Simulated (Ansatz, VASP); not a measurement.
# One calculation of SiC, two programs

File INCAR:

```
PREC = Accurate
ENCUT = 520
EDIFF = 1E-6
ISMEAR = 0
SIGMA = 0.05
LREAL = False
LASPH = True
NELM = 100
ALGO = Normal
ISIF = 2
LWAVE = False
LCHARG = False
GGA = PE
NBANDS = 11
```

File KPOINTS:

```
regular mesh
0
Gamma
  12 12 12
```

POSCAR

```
SiC
1.0
    0.0000000000      2.1747062033      2.1747062033
    2.1747062033      0.0000000000      2.1747062033
    2.0630712848      2.0630712848      0.1116349184
Si C
1 1
Direct
    0.0000000000      0.0000000000      0.0000000000
    0.7500000000      0.7500000000      0.7500000000
```

Input for Ansatz:

```yaml
crystal:
  lattice:
    - [0.0, 2.1747062033, 2.1747062033]
    - [2.1747062033, 0.0, 2.1747062033]
    - [2.0630712848, 2.0630712848, 0.1116349184]
  atoms:
    - { symbol: Si, position: [0.0, 0.0, 0.0] }
    - { symbol: C, position: [0.75, 0.75, 0.75] }
basis:
  ecutwfc: 520.0
kpoints:
  mp_grid: { grid: [12, 12, 12] }
hamiltonian:
  xc: pbe
scf:
  occupations: { method: gaussian, width: 0.05 }
output:
  forces: true
  stress: true
  eigenvalues: true
```

Alike in both runs: task single point; functional PBE; k mesh 12 × 12 × 12; occupations gaussian, width 0.05 eV; no spin polarisation.

|  | VASP | Ansatz |
| --- | --- | --- |
| version | VASP 6.6.1 | Ansatz 0.2.0 |
| potentials or method | VASP PAW PBE potentials, release 64 (Si, C) | scalar-relativistic, plane waves, PAW |
| plane-wave cutoff (eV) | 520 | 520 |
| valence electrons in the cell | 8 | 8 |

```tsv
	VASP	Ansatz	Ansatz less VASP
gap on the k mesh at the Fermi level (eV)	0.88	0.88	+0.009
least direct gap on the mesh (eV)	3.99	4.00	+0.009
rms of the force components (eV/Å)	0.954	0.955	+0.0014
```

Atom by atom the forces differ by 0.001 eV/Å (rms over components). The functional is the same, so the differences come from potentials, cutoffs and numerics.

Caveats: forces of over 1 eV/Å show positions far from the minimum, so gaps and moduli don't describe the material at rest. A k mesh can miss the band edges.
